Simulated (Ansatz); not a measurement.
Vibrational response of Si at 7 GPa

Method: DFT LDA, scalar-relativistic, plane waves, PAW (Ansatz). Plane waves to 420 eV; Γ-centred k mesh 12×12×6; Gaussian smearing of 0.01 eV. No spin polarisation. Phonons by linear response, acoustic sum rule imposed.

The cell, relaxed at 7 GPa:
```
Si
1.0
     3.72028    0.00000    0.00000
    -1.86014    3.22186    0.00000
     0.00000    0.00000    6.16476
Si
4
Direct
  0.33333 0.66667 0.06334
  0.66667 0.33333 0.56334
  0.33333 0.66667 0.43666
  0.66667 0.33333 0.93666
```

Other phases may be more stable at this pressure. The bands were filled as in an insulator; under compression the gap may have closed between mesh points.

Optical modes at Γ; i marks an imaginary frequency:
```csv
frequency (meV),degeneracy
9.4,2
47.3,1
56.8,1
65.8,2
67.0,2
67.2,1
```

All 9 optical modes at Γ are real: no displacement of atoms at fixed cell lowers the energy to second order. Strains and modes at other wave vectors aren't tested by this run.

This form isn't the element's structure at ambient conditions.

Cost: 1 run of about 0.79 core-minutes, on Arm Neoverse V2 (shared hosts).